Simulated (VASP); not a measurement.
A run of VASP 6.6.1 is set up as follows.

Contents of INCAR:

```
SYSTEM = FeSi2
PREC = Accurate
ENCUT = 520
EDIFF = 1E-6
ISMEAR = 0
SIGMA = 0.1
LREAL = .False.
LASPH = .True.
NELM = 100
ALGO = Normal
ISIF = 2
LWAVE = .False.
LCHARG = .True.
GGA = PS
LELF = .True.
LVHAR = .True.
NBANDS = 15
```

Contents of KPOINTS:

```
regular mesh
0
Gamma
  16 16 8
  0 0 0
```

The input POSCAR:

```
FeSi2
1.0
    2.7565700229      0.0000000000      0.0000000000
    0.0000000000      2.7565700229      0.0000000000
    0.0000000000      0.0000000000      5.0448553700
Fe Si
1 2
Direct
    0.0000000000      0.0000000000      0.0000000000
    0.5000000000      0.5000000000      0.2690724467
    0.5000000000      0.5000000000      0.7309275533
```

Potentials or basis: VASP PAW PBE potentials, release 64 (Fe, Si).

Run with:

```console
$ cat potpaw_PBE.64/Fe/POTCAR potpaw_PBE.64/Si/POTCAR > POTCAR
$ mpirun -np 1 vasp_std > vasp.out
```

**Question.** Estimate the band gap on the k mesh.

**Answer.** None (metal or under the smearing width).

**Question.** Predict the largest force.

**Answer.** 0.011 eV/Å.

Forces in eV/Å, atoms in the order of the input:
```
Fe   0.000  0.000  0.000
Si   0.000  0.000  0.011
Si   0.000  0.000 -0.011
```

Caveat: the PAW data sets were made with another functional, which shifts forces and pressure a little. Spin polarisation is off, so any magnetic state and its effect on volume and gap are missing.
